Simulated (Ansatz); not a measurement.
## Ag: the change of pressure with volume scale

Periodic Kohn-Sham DFT of a crystal at fixed atoms, scaled to volume_scale times the given cell; pressure positive in compression, energy less spherical unpolarised free atoms, largest_vzz the field gradient of largest size among the nuclei. The results are calculated, by Ansatz 0.2.0.

The cell before it is scaled or strained (space group Fm-3m, No. 225):
```
CELL_PARAMETERS angstrom
0.00000 2.04310 2.04310
2.04310 0.00000 2.04310
2.04310 2.04310 0.00000
ATOMIC_POSITIONS crystal
Ag 0.00000 0.00000 0.00000
```

Settings of every row: method frozen-core PAW; functional PBE; relativity scalar; k mesh 15x15x15; filling fermi-dirac; smearing width 0.05 eV; wave cutoff 420 eV; paw set soft_2.

Atom start moment: 0 on all atoms.

| row | volume scale | V (Å³/atom) | pressure (GPa) |
| --- | --- | --- | --- |
| 1 | 0.94 | 16.033 | 13.116 |
| 2 | 0.9405 | 16.042 | 13.03 |
| 3 | 0.96 | 16.375 | 9.895 |
| 4 | 0.97 | 16.545 | 8.431 |
| 5 | 0.98 | 16.716 | 7.058 |
| 6 | 0.99 | 16.886 | ? |
| 7 | 1 | 17.057 | 4.563 |
| 8 | 1.01 | 17.227 | 3.431 |
| 9 | 1.02 | 17.398 | 2.371 |
| 10 | 1.04 | 17.739 | 0.453 |
| 11 | 1.06 | 18.08 | -1.219 |

Question: what pressure should row 6 give?

Worked fit of pressure. Take u = (V_r/V)^(2/3) − 1 with V_r = 16.886 Å³ an atom, which is twice the finite (Eulerian) strain; such expansions in the strain, on which the Birch-Murnaghan equation of state is built, carry the rest volume and the bulk modulus. The shown rows have u = 0.03516, 0.03477, 0.0207, 0.01369, 0.00677, -0.00669, -0.01324, -0.01972, -0.03232, -0.04453. Least squares give pressure = 5.7725 + 185.305 × u + 655.89 × u² + 457 × u³ GPa; a parabola predicts inner rows, each left out in turn, worse (root mean square 0.0082 against 0.0025 GPa). The rows lie off it by -0.003, 0.002, 0.002, -0.002, 0.001, 0.001, -0.002, 0.001, 0.000, 0.000. The pressure vanishes at u = -0.0355, or V = 17.83 Å³ an atom, and there the bulk modulus at fixed shape and fractions is B = −V dP/dV = (2/3)(1 + u) dP/du = 90.3 GPa. The withheld row has u = 0, so the fit gives 5.7725 + 185.305 × (0) + 655.89 × (0)² + 457 × (0)³ = 5.772 GPa.

The calculation gave 5.77 GPa. The fit lies 0.002 GPa (0.014 % of the column's range) above it; its largest miss of a shown row is 0.003 GPa.
